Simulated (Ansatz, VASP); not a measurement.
Two plane-wave programs on Si

```
Si
1.0
     0.00000    2.76413    2.76413
     2.76413    0.00000    2.76413
     2.76413    2.76413    0.00000
Si
2
Direct
  0.50000 0.50000 0.50000
  0.75000 0.75000 0.75000
```

Alike in both runs: task single point; functional LDA; k mesh 12 × 12 × 12; occupations gaussian, width 0.05 eV; no spin polarisation.

```csv
,VASP,Ansatz
version,VASP 6.6.1,Ansatz 0.2.0
potentials or method,"VASP PAW LDA potentials, release 64 (Si)","scalar-relativistic, plane waves, PAW"
plane-wave cutoff (eV),520,420
valence electrons in the cell,8,8
```

VASP gave:

| Quantity | Value |
| --- | --- |
| gap on the k mesh at the Fermi level (eV) | 0.55 |
| least direct gap on the mesh (eV) | 2.39 |
| pressure (GPa) | -5.7 |

Estimate Ansatz's values.

gap on the k mesh at the Fermi level (eV): 0.56; least direct gap on the mesh (eV): 2.38; pressure (GPa): -5.8.

Ansatz warned: «pseudo_functional_mismatch».

A k mesh can miss the band edges.
